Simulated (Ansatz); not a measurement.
Crystal: Ga.

```
Ga
1.0
     1.38300   -4.02650    0.00000
     1.38300    4.02650    0.00000
    -0.11745    0.00000    3.32993
Ga
2
Direct
  0.13100 0.86900 0.75000
  0.86900 0.13100 0.25000
```

This isn't the form of Ga at room conditions, which is orthorhombic.

```yaml
Program: Ansatz 0.2.0
Task: relaxation of cell and atoms
Functional: PBEsol
Potentials_or_basis: Ansatz PAW
Cutoff: "420 eV (not typed: the program's choice for these potentials)"
k_mesh: 10 × 10 × 8
Occupations: fermi-dirac, width 0.05 eV
Spin: no spin polarisation
```

At the start: volume 18.54 Å³/atom.

**Question.** How do energy, volume and symmetry change on relaxing?

**Answer.** It ends after 8 steps and the volume is 17.92 Å³/atom (-3.4 %); space group C2/c (No. 15, to 0.05 Å).

Step by step:
```
step  energy change (eV)  largest force (eV/Å)  volume (Å³)
   1              0.0000                0.1969        37.09
   2             -0.0184                0.0406        35.44
   3             -0.0221                0.0077        35.62
   4             -0.0248                0.0090        35.83
   5             -0.0251                0.0014        35.83
   6             -0.0247                0.0014        35.83
   7             -0.0247                0.0007        35.83
   8             -0.0248                0.0007        35.83
```

Final structure:
```xyz
2
Lattice="1.4089 -4.0176 0.0154 1.4089 4.0176 0.0154 -0.0826 0.0000 3.1642" Properties=species:S:1:pos:R:3 pbc="T T T"
Ga    1.3469    2.9318    2.3886
Ga    1.3882   -2.9318    0.8064
```

Caveat: the plane-wave basis is chosen anew once the cell has moved, so the energies of steps on either side of that aren't comparable; the PAW data sets come from PBE, with cores solved anew for the run's functional, which leaves a small shift of forces and pressure.
